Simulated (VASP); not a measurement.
# Y (P6_3/mmc) in VASP: further runs, part 2 of 2

VASP 6.6.1. The steps go on from the part before.

## (4) Single point, PBEsol

Contents of INCAR:

```
SYSTEM = Y
PREC = Accurate ; ENCUT = 450
EDIFF = 1E-6 ; ISMEAR = -1
SIGMA = 0.05 ; LREAL = .FALSE.
LASPH = .TRUE. ; NELM = 100
ALGO = Normal ; ISIF = 2
LWAVE = .FALSE. ; LCHARG = .FALSE.
GGA = PS ; ADDGRID = .FALSE.
```

Contents of KPOINTS:

```
regular mesh
0
G
  12 12 7
  0 0 0
```

Contents of POSCAR:

```
Y
1.0
    3.6474000000      0.0000000000      0.0000000000
   -1.8237000000      3.1587410578      0.0000000000
    0.0000000000      0.0000000000      5.7306000000
Y
2
Direct
    0.6666666667      0.3333333333      0.7500000000
    0.3333333333      0.6666666667      0.2500000000
```

Potentials or basis: VASP PAW PBE potentials, release 64 (Y_sv).

On the command line:

```console
$ cat potpaw_PBE.64/Y_sv/POTCAR > POTCAR
$ mpirun -np 1 vasp_std > vasp.out
```

OUTCAR:

```text
SYSTEM = Y
   PREC = Accurate
   ENCUT = 450
   EDIFF = 1E-6
   ISMEAR = -1
   LREAL = .FALSE.
   LASPH = .TRUE.
   NELM = 100
   ISIF = 2
   GGA = PS

 Found     76 irreducible k-points:

 Following reciprocal coordinates:
            Coordinates               Weight
  0.000000  0.000000  0.000000      1.000000
  0.083333  0.000000  0.000000      6.000000
  0.166667  0.000000  0.000000      6.000000
  0.250000  0.000000  0.000000      6.000000
  0.333333  0.000000  0.000000      6.000000
  0.416667  0.000000  0.000000      6.000000
   k-points           NKPTS =     76   k-points in BZ     NKDIM =     76   number of bands    NBANDS=     15
   number of dos      NEDOS =    301   number of ions     NIONS =      2
   total plane-waves  NPLWV =  31360
   dimension x,y,z NGX =    28 NGY =   28 NGZ =   40
   dimension x,y,z NGXF=    56 NGYF=   56 NGZF=   80
   ions per type =               2
   NGX,Y,Z   is equivalent  to a cutoff of  12.76, 12.76, 11.60 a.u.
   NGXF,Y,Z  is equivalent  to a cutoff of  25.52, 25.52, 23.21 a.u.
 SYSTEM =  Y
   PREC   = accura    normal or accurate (medium, high low for compatibility)
   ISTART =      0    job   : 0-new  1-cont  2-samecut
   ICHARG =      2    charge: 1-file 2-atom 10-const
   ISPIN  =      1    spin polarized calculation?
   LNONCOLLINEAR =      F non collinear calculations
   LSORBIT =      F    spin-orbit coupling
   LASPH  =      T    aspherical Exc in radial PAW
   ENCUT  =  450.0 eV  33.07 Ry    5.75 a.u.   6.31  6.31  9.91*2*pi/ulx,y,z
   NELM   =    100;   NELMIN=  2; NELMDL= -5     # of ELM steps
   EDIFF  = 0.1E-05   stopping-criterion for ELM
   LREAL  =      F    real-space projection
   EDIFFG = 0.1E-04   stopping-criterion for IOM
   NSW    =      0    number of steps for IOM
   IBRION =     -1    ionic relax: 0-MD 1-quasi-New 2-CG
   NFREE  =      0    steps in history (QN), initial steepest desc. (CG)
   ISIF   =      2    stress and relaxation
   ISYM   =      2    0-nonsym 1-usesym 2-fastsym
   POTIM  = 0.5000    time-step for ionic-motion
   TEBEG  =    0.0;   TEEND  =   0.0 temperature during run
   PSTRESS=    0.0 pullay stress
   NELECT =      22.0000    total number of electrons
   NUPDOWN=      -1.0000    fix difference up-down
   EMIN   =  10.00;   EMAX   =-10.00  energy-range for DOS
   EFERMI =   0.00;   METHOD = LEGACY
   ISMEAR =    -1;   SIGMA  =   0.05  broadening in eV -4-tet -1-fermi 0-gaus
   EFERMI_NEDOS =   21; number of points for ismear=-14 and -15
   IALGO  =     38    algorithm
   IMIX   =      4    mixing-type and parameters
     AMIX     =   0.40;   BMIX     =  1.00
     AMIX_MAG =   1.60;   BMIX_MAG =  1.00
  volume/ion in A,a.u.               =      33.01       222.77
  Fermi-wavevector in a.u.,A,eV,Ry     =   1.134967  2.144777 17.526345  1.288150
  Thomas-Fermi vector in A             =   2.271671
   LORBIT       =      0    0 simple, 1 ext, 2 COOP (PROOUT), +10 PAW based schemes
   GGA     = PS    functional components
   LHFCALC =     F    Hartree Fock is set to
   AEXX    =    0.0000 exact exchange contribution
   IVDW    =     0    specifies the selected vdW correction
   LEPSILON=     F    determine dielectric tensor
   LRPA    =     F    only Hartree local field effects (RPA)
 non-spin polarized calculation
  energy-cutoff  :      450.00
  volume of cell :       66.02
 maximum number of plane-waves:      1446
 NGX is ok and might be reduce to    28
   NGX = 13   NGY = 13   NGZ = 19

 number of electron      22.0000000 magnetization

 Free energy of the ion-electron system (eV)
  ---------------------------------------------------
  ext. energy  EPLUGINS =         0.00000000
  ---------------------------------------------------
  free energy    TOTEN  =       -13.62698337 eV

  energy without entropy =      -13.59192670  energy(sigma->0) =      -13.60945503

 E-fermi :   2.8616     XC(G=0):  -9.5141

 val. band max:        2.8584417412   @ k =   0.3333   0.0000   0.4286
 cond. band min:       2.8621223101   @ k =   0.2500   0.2500   0.4286
 fundamental gap:      0.0036805689
 Fermi energy:         2.8616432625

 k-point     1 :       0.0000    0.0000    0.0000
  band No.  band energies     occupation
      1     -39.7512      2.00000
      2     -39.6791      2.00000
      3     -20.0420      2.00000
      4     -19.5717      2.00000
      5     -19.5717      2.00000
      6     -19.4835      2.00000
      7     -19.4835      2.00000
      8     -19.4504      2.00000
      9      -1.8338      2.00000
     10       0.9931      2.00000
     11       3.7382      0.00000
     12       4.5967      0.00000
     13       4.5967      0.00000
     14       4.8830      0.00000
     15       5.1939      0.00000

 k-point     2 :       0.0833    0.0000    0.0000
  band No.  band energies     occupation
      1     -39.7478      2.00000
      2     -39.6779      2.00000
      3     -20.0297      2.00000
      4     -19.5966      2.00000
      5     -19.5802      2.00000
      6     -19.5097      2.00000
      7     -19.4867      2.00000
      8     -19.4561      2.00000
      9      -1.6863      2.00000
     10       1.1328      2.00000
     11       3.5879      0.00000
     12       4.2405      0.00000
     13       4.7336      0.00000
     14       5.0216      0.00000
     15       5.1536      0.00000

 k-point     3 :       0.1667    0.0000    0.0000
  band No.  band energies     occupation
      1     -39.7383      2.00000
      2     -39.6747      2.00000
      3     -19.9947      2.00000
      4     -19.6648      2.00000
      5     -19.6027      2.00000
      6     -19.5797      2.00000
      7     -19.4962      2.00000
      8     -19.4733      2.00000
      9      -1.2633      2.00000
     10       1.5057      2.00000
     11       3.2165      0.00165
     12       3.7024      0.00000
     13       4.6565      0.00000
     14       5.0732      0.00000
     15       5.1372      0.00000

 k-point     4 :       0.2500    0.0000    0.0000
  band No.  band energies     occupation
      1     -39.7247      2.00000
      2     -39.6710      2.00000
      3     -19.9417      2.00000
      4     -19.7585      2.00000
      5     -19.6717      2.00000
      6     -19.6320      2.00000
      7     -19.5102      2.00000
      8     -19.5018      2.00000
      9      -0.6242      2.00000
     10       1.9236      2.00000
     11       2.7782      1.68287
     12       3.2347      0.00115
     13       4.3505      0.00000
     14       4.7280      0.00000
     15       4.8442      0.00000

 k-point     5 :       0.3333    0.0000    0.0000
  band No.  band energies     occupation
      1     -39.7099      2.00000
      2     -39.6684      2.00000
      3     -19.8791      2.00000
      4     -19.8524      2.00000
      5     -19.7598      2.00000
      6     -19.6603      2.00000
      7     -19.5398      2.00000
      8     -19.5251      2.00000
      9       0.1258      2.00000
     10       2.0248      2.00000
     11       2.3952      1.99982
     12       2.9788      0.17510
     13       4.4074      0.00000
     14       4.4607      0.00000
     15       4.5652      0.00000

 k-point     6 :       0.4167    0.0000    0.0000
  band No.  band energies     occupation
      1     -39.6975      2.00000
      2     -39.6680      2.00000
      3     -19.9210      2.00000
      4     -19.8223      2.00000
      5     -19.8205      2.00000
      6     -19.6804      2.00000
      7     -19.5804      2.00000
      8     -19.5363      2.00000
      9       0.8214      2.00000
     10       1.8393      2.00000
     11       2.1405      2.00000
     12       2.8262      1.34017
     13       4.2940      0.00000
     14       4.3853      0.00000
     15       4.7406      0.00000

 [... further k-points ...]

------------------------ aborting loop because EDIFF is reached ----------------------------------------

  FORCE on cell =-STRESS in cart. coord.  units (eV):
  Direction    XX          YY          ZZ          XY          YZ          ZX
  --------------------------------------------------------------------------------------
  -------------------------------------------------------------------------------------
  Total       -0.7999544     -0.7999544     -1.0475269      0.0000000     -0.0000000      0.0000000
  in kB      -19.4123587    -19.4123587    -25.4201580      0.0000000     -0.0000000      0.0000000
  external PRESSURE =     -21.4149585 kB  Pullay stress =       0.0000000 kB

 VOLUME and BASIS-vectors are now :
 -----------------------------------------------------------------------------
  energy-cutoff  :      450.00
  volume of cell :       66.02
      direct lattice vectors                 reciprocal lattice vectors
     3.647400000  0.000000000  0.000000000     0.274167900  0.158290911  0.000000000
    -1.823700000  3.158741058  0.000000000     0.000000000  0.316581822  0.000000000
     0.000000000  0.000000000  5.730600000     0.000000000  0.000000000  0.174501797

 POSITION                                       TOTAL-FORCE (eV/Angst)
 -----------------------------------------------------------------------------------
      1.82370      1.05291      4.29795        -0.000000      0.000000      0.000000
     -0.00000      2.10583      1.43265         0.000000     -0.000000      0.000000
 -----------------------------------------------------------------------------------
    total drift:                               -0.000000      0.000000     -0.000000

  FREE ENERGIE OF THE ION-ELECTRON SYSTEM (eV)
  ---------------------------------------------------
  free  energy   TOTEN  =       -13.6269833741 eV

  energy  without entropy=      -13.5919266951  energy(sigma->0) =      -13.60945503
```

OSZICAR:

```text
N       E                     dE             d eps       ncg     rms          rms(c)
DAV:   1     0.811100632158E+02    0.81110E+02   -0.10841E+04  2280   0.125E+03
DAV:   2    -0.664202798416E+01   -0.87752E+02   -0.86894E+02  2791   0.268E+02
DAV:   3    -0.139872577205E+02   -0.73452E+01   -0.72817E+01  4380   0.464E+01
DAV:   4    -0.141074566051E+02   -0.12020E+00   -0.12013E+00  2490   0.699E+00
DAV:   5    -0.141113245450E+02   -0.38679E-02   -0.38676E-02  3327   0.886E-01    0.332E+01
DAV:   6    -0.137168376521E+02    0.39449E+00   -0.48921E-01  2294   0.491E+00    0.206E+01
DAV:   7    -0.136399550752E+02    0.76883E-01   -0.93867E-01  2908   0.623E+00    0.178E+00
DAV:   8    -0.136278003554E+02    0.12155E-01   -0.18265E-01  2749   0.280E+00    0.112E+00
DAV:   9    -0.136269052550E+02    0.89510E-03   -0.48018E-03  3292   0.495E-01    0.442E-01
DAV:  10    -0.136270448659E+02   -0.13961E-03   -0.19390E-03  2440   0.463E-01    0.336E-01
DAV:  11    -0.136269860969E+02    0.58769E-04   -0.13650E-04  3166   0.121E-01    0.256E-02
DAV:  12    -0.136269814487E+02    0.46482E-05   -0.28392E-05  2726   0.530E-02    0.260E-02
DAV:  13    -0.136269832710E+02   -0.18223E-05   -0.80143E-06  2623   0.299E-02    0.158E-03
DAV:  14    -0.136269833741E+02   -0.10307E-06   -0.16062E-07  1595   0.304E-03
   1 F= -.13626983E+02 E0= -.13609455E+02  d E =-.350567E-01
```

Wall time 46 s (1 thread of Intel Xeon Platinum 8488C (Sapphire Rapids), shared host); peak memory 0.22 GiB.

These settings aren't checked as converged: the numbers below hold their error.

What came out:

| Property | Result |
| --- | --- |
| Free energy | -13.6270 eV |
| Pressure | -2.1 GPa |
| Band gap on the k mesh | none (metal or under the smearing width) |

Caveat: the PAW data sets were made with another functional, which shifts forces and pressure a little.

## (5) The reference run

An earlier run on the cell as given: functional PBE; potentials or basis VASP PAW PBE potentials, release 64 (Y_sv); cutoff 520 eV; k mesh 8 × 8 × 5; occupations fermi-dirac, width 0.05 eV; no spin polarisation.

* Pressure: -0.2 GPa
* Band gap on the k mesh: none (metal or under the smearing width)
